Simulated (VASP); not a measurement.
Write the native input for VASP 6.6.1 that does the following.

```
Task                   : band structure
Functional             : vdW-DF
Potentials or basis    : VASP PAW PBE potentials, release 64 (Te, Be_sv)
Cutoff                 : 520 eV
k mesh                 : 5 × 5 × 5
Occupations            : gaussian, width 0.01 eV
Spin                   : no spin polarisation
Further INCAR settings : ALGO = Normal; EDIFF = 1e-06; NBANDS = 30
```

The structure of BeTe lies in BeTe.cif:

```cif
data_BeTe
_cell_length_a 5.54000000
_cell_length_b 5.54000000
_cell_length_c 5.54000000
_cell_angle_alpha 90.00000000
_cell_angle_beta 90.00000000
_cell_angle_gamma 90.00000000
_space_group_name_H-M_alt 'F-43m'
_space_group_name_Hall 'F -4 2 3'
_space_group_IT_number 216
loop_
_space_group_symop_operation_xyz
'x,y,z'
'y,-x,-z'
'-x,-y,z'
'-y,x,-z'
'x,-y,-z'
'y,x,z'
'-x,y,-z'
'-y,-x,z'
'z,x,y'
'-z,y,-x'
'z,-x,-y'
'-z,-y,x'
'-z,x,-y'
'z,y,x'
'-z,-x,y'
'z,-y,-x'
'y,z,x'
'-x,-z,y'
'-y,z,-x'
'x,-z,-y'
'-y,-z,x'
'x,z,y'
'y,-z,-x'
'-x,z,-y'
'x,y+1/2,z+1/2'
'y,-x+1/2,-z+1/2'
'-x,-y+1/2,z+1/2'
'-y,x+1/2,-z+1/2'
'x,-y+1/2,-z+1/2'
'y,x+1/2,z+1/2'
'-x,y+1/2,-z+1/2'
'-y,-x+1/2,z+1/2'
'z,x+1/2,y+1/2'
'-z,y+1/2,-x+1/2'
'z,-x+1/2,-y+1/2'
'-z,-y+1/2,x+1/2'
'-z,x+1/2,-y+1/2'
'z,y+1/2,x+1/2'
'-z,-x+1/2,y+1/2'
'z,-y+1/2,-x+1/2'
'y,z+1/2,x+1/2'
'-x,-z+1/2,y+1/2'
'-y,z+1/2,-x+1/2'
'x,-z+1/2,-y+1/2'
'-y,-z+1/2,x+1/2'
'x,z+1/2,y+1/2'
'y,-z+1/2,-x+1/2'
'-x,z+1/2,-y+1/2'
'x+1/2,y,z+1/2'
'y+1/2,-x,-z+1/2'
'-x+1/2,-y,z+1/2'
'-y+1/2,x,-z+1/2'
'x+1/2,-y,-z+1/2'
'y+1/2,x,z+1/2'
'-x+1/2,y,-z+1/2'
'-y+1/2,-x,z+1/2'
'z+1/2,x,y+1/2'
'-z+1/2,y,-x+1/2'
'z+1/2,-x,-y+1/2'
'-z+1/2,-y,x+1/2'
'-z+1/2,x,-y+1/2'
'z+1/2,y,x+1/2'
'-z+1/2,-x,y+1/2'
'z+1/2,-y,-x+1/2'
'y+1/2,z,x+1/2'
'-x+1/2,-z,y+1/2'
'-y+1/2,z,-x+1/2'
'x+1/2,-z,-y+1/2'
'-y+1/2,-z,x+1/2'
'x+1/2,z,y+1/2'
'y+1/2,-z,-x+1/2'
'-x+1/2,z,-y+1/2'
'x+1/2,y+1/2,z'
'y+1/2,-x+1/2,-z'
'-x+1/2,-y+1/2,z'
'-y+1/2,x+1/2,-z'
'x+1/2,-y+1/2,-z'
'y+1/2,x+1/2,z'
'-x+1/2,y+1/2,-z'
'-y+1/2,-x+1/2,z'
'z+1/2,x+1/2,y'
'-z+1/2,y+1/2,-x'
'z+1/2,-x+1/2,-y'
'-z+1/2,-y+1/2,x'
'-z+1/2,x+1/2,-y'
'z+1/2,y+1/2,x'
'-z+1/2,-x+1/2,y'
'z+1/2,-y+1/2,-x'
'y+1/2,z+1/2,x'
'-x+1/2,-z+1/2,y'
'-y+1/2,z+1/2,-x'
'x+1/2,-z+1/2,-y'
'-y+1/2,-z+1/2,x'
'x+1/2,z+1/2,y'
'y+1/2,-z+1/2,-x'
'-x+1/2,z+1/2,-y'
loop_
_atom_site_label
_atom_site_type_symbol
_atom_site_symmetry_multiplicity
_atom_site_Wyckoff_symbol
_atom_site_fract_x
_atom_site_fract_y
_atom_site_fract_z
_atom_site_occupancy
Te1 Te 4 c 0.2500000000 0.2500000000 0.2500000000 1
Be1 Be 4 a 0.0000000000 0.0000000000 0.0000000000 1
```

The structure of BeTe lies in POSCAR:

```
Te Be
 1.0000000000000000
     5.5400000000000000    0.0000000000000000    0.0000000000000000
     0.0000000000000000    5.5400000000000000    0.0000000000000000
     0.0000000000000000    0.0000000000000000    5.5400000000000000
 Te  Be 
   4   4
Cartesian
  1.3850000000000000  1.3850000000000000  1.3850000000000000
  1.3850000000000000  4.1550000000000002  4.1550000000000002
  4.1550000000000002  4.1550000000000002  1.3850000000000000
  4.1550000000000002  1.3850000000000000  4.1550000000000002
  0.0000000000000000  0.0000000000000000  0.0000000000000000
  0.0000000000000000  2.7700000000000000  2.7700000000000000
  2.7700000000000000  0.0000000000000000  2.7700000000000000
  2.7700000000000000  2.7700000000000000  0.0000000000000000
```

One way to write it, as run:

INCAR

```
PREC = Accurate ; ENCUT = 520
EDIFF = 1E-6 ; ISMEAR = 0
SIGMA = 0.01 ; LREAL = F
LASPH = T ; NELM = 100
ALGO = Normal ; ISIF = 2
LWAVE = F ; LCHARG = F
GGA = RE ; LUSE_VDW = T
AGGAC = 0.0 ; NBANDS = 30
```

KPOINTS

```
regular mesh
0
Gamma
  5 5 5
```

KPOINTS_OPT

```
path GXMGRX,MR
10
line-mode
reciprocal
 0.0000000000  0.0000000000  0.0000000000  G
 0.0000000000  0.5000000000  0.0000000000  X

 0.0000000000  0.5000000000  0.0000000000  X
 0.5000000000  0.5000000000  0.0000000000  M

 0.5000000000  0.5000000000  0.0000000000  M
 0.0000000000  0.0000000000  0.0000000000  G

 0.0000000000  0.0000000000  0.0000000000  G
 0.5000000000  0.5000000000  0.5000000000  R

 0.5000000000  0.5000000000  0.5000000000  R
 0.0000000000  0.5000000000  0.0000000000  X

 0.5000000000  0.5000000000  0.0000000000  M
 0.5000000000  0.5000000000  0.5000000000  R
```

Potentials or basis: VASP PAW PBE potentials, release 64 (Te, Be_sv).

Run with:

```console
$ ase convert -i cif -o vasp BeTe.cif POSCAR
$ cat potpaw_PBE.64/Te/POTCAR potpaw_PBE.64/Be_sv/POTCAR > POTCAR
$ mpirun -np 1 vasp_std > vasp.out
```

Results of the run:

- Pressure: 6.8 GPa
- Band gap on the k mesh: 2.09 eV
- Band gap along the path: 2.09 eV

Caveat: the PAW data sets were made with another functional, which shifts forces and pressure a little; spin-orbit coupling is left out, which moves the levels of the heavy elements.

Run time: 3.4 min on 1 thread of AMD EPYC 9R14 (Zen 4) (shared host), peak memory 0.62 GiB.
